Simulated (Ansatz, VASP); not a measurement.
## Two plane-wave programs on Cu

The input INCAR:

```
ALGO = Normal ; EDIFF = 1E-6
ENCUT = 520 ; GGA = CA
ISIF = 2 ; ISMEAR = 1
LASPH = True ; LCHARG = False
LREAL = False ; LWAVE = False
NBANDS = 18 ; NELM = 60
PREC = Accurate ; SIGMA = 0.2
```

File KPOINTS:

```
k-points
0
Gamma
  13 13 12
```

File POSCAR:

```
Cu
1.0
    1.2184640000     -3.9763780000      0.0000000000
    1.2184640000      3.9763780000      0.0000000000
    0.0000000000      0.0000000000      2.4754960000
Cu
2
Direct
    0.1338670000      0.8661330000      0.2500000000
    0.8661330000      0.1338670000      0.7500000000
```

Input for Ansatz:

```yaml
crystal:
  lattice:
    - [1.218464, -3.976378, 0.0]
    - [1.218464, 3.976378, 0.0]
    - [0.0, 0.0, 2.475496]
  atoms:
    - { symbol: Cu, position: [0.133867, 0.866133, 0.25] }
    - { symbol: Cu, position: [0.866133, 0.133867, 0.75] }
kpoints:
  mp_grid:
    grid: [13, 13, 12]
    shift: [0.0, 0.0, 0.0]
hamiltonian:
  xc: lda
scf:
  occupations:
    method: cold
    width: 0.2
output:
  stress: true
```

This isn't the form of Cu at room conditions, which is fcc.

Alike in both runs: task single point; functional LDA; k mesh 13 × 13 × 12; no spin polarisation.

|  | VASP | Ansatz |
| --- | --- | --- |
| version | VASP 6.6.1 | Ansatz 0.2.0 |
| potentials or method | VASP PAW LDA potentials, release 64 (Cu) | plane waves, PAW |
| plane-wave cutoff (eV) | 520 | 420 |
| occupations | methfessel-paxton of order 1, width 0.2 eV | cold, width 0.2 eV |
| valence electrons in the cell | 22 | 38 |

```csv
,VASP,Ansatz,Ansatz less VASP
pressure (GPa),-6.8,-7.6,-0.84
largest component of the traceless stress (GPa),0.62,0.66,+0.046
```

The two sets of potentials don't hold the same shells in valence.
